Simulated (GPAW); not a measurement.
Crystal: TePb.

```
CELL_PARAMETERS angstrom
0.00000 3.23100 3.23100
3.23100 0.00000 3.23100
3.23100 3.23100 0.00000
ATOMIC_POSITIONS crystal
Pb 0.00000 0.00000 0.00000
Te 0.50000 0.50000 0.50000
```

Base run:

```yaml
Program: GPAW 26.7.0
Functional: LDA
Potentials_or_basis: the program's PAW data sets (release 1.2.1) made for this functional
Cutoff: 450 eV
Basis: pw
k_mesh: 6 × 6 × 6
Occupations: fermi-dirac, width 0.05 eV
Spin: no spin polarisation
```

Its results: band gap on the k mesh 0.62 eV, direct.

Q: The run is repeated on the same cell with these changes: functional from LDA to RPBE; cutoff from 450 eV to 400 eV; occupations from fermi-dirac, width 0.05 eV to fermi-dirac, width 0.001 eV. What comes out?

A: Band gap on the k mesh 0.76 eV, direct.

Caveats: spin-orbit coupling is left out, which as a rule narrows the gap of such compounds by several tenths of an eV; the long-wavelength limit can be off by a per cent or two (some runs).

A k mesh can miss the band edges.

Not every run made on this cell is shown here.
